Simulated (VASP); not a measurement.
Runs of VASP 6.6.1 on ZnS (Wurtzite-6H). Symmetry: P6_3mc, No. 186, hexagonal system. Conventional cell: a = 3.812 Å, b = 3.812 Å, c = 18.690 Å, α = 90.00°, β = 90.00°, γ = 120.00°. Around Zn (site symmetry 3m) lie 4 S at 2.33 to 2.34 Å. Zn (site symmetry 3m) has 4 S at 2.33 to 2.34 Å as nearest neighbours. Zn (site symmetry 3m) has 4 S at 2.33 to 2.34 Å as nearest neighbours. S (site symmetry 3m) has 4 Zn at 2.33 to 2.34 Å as nearest neighbours. S (site symmetry 3m) is surrounded by 4 Zn at 2.33 to 2.34 Å. S (site symmetry 3m) is surrounded by 4 Zn at 2.33 to 2.34 Å. 

```tsv
level	gap on the mesh (eV)	pressure (GPa)	relaxed volume (Å³/atom)	largest force (eV/Å)
RPBE+D3(BJ)	2.68	0.0	18.16	0.01
PBEsol+D4	2.18	0.0	(a)	0.01
PBEsol+rVV10	2.10	0.0	(c)	-
RPBE+D3	2.33	-0.1	(b)	0.01
RPBE+D4	2.40	0.0	19.31	-
revPBE+D3	2.37	0.0	19.25	0.01
```

Alike in all rows: task relaxation of cell and atoms; potentials or basis VASP PAW PBE potentials, release 64 (Zn, S); no spin polarisation; cell relaxed; k mesh 8 × 8 × 2; cutoff (eV) 600; smearing fermi-dirac 0.05 eV.

Problem. Estimate the missing entries.

Solution. (a) 18.93; (b) 19.63; (c) 19.17.

Caveats: the PAW data sets were made with another functional, which shifts forces and pressure a little.

A k mesh can miss the band edges.

Runs at the PBE level aren't shown here.
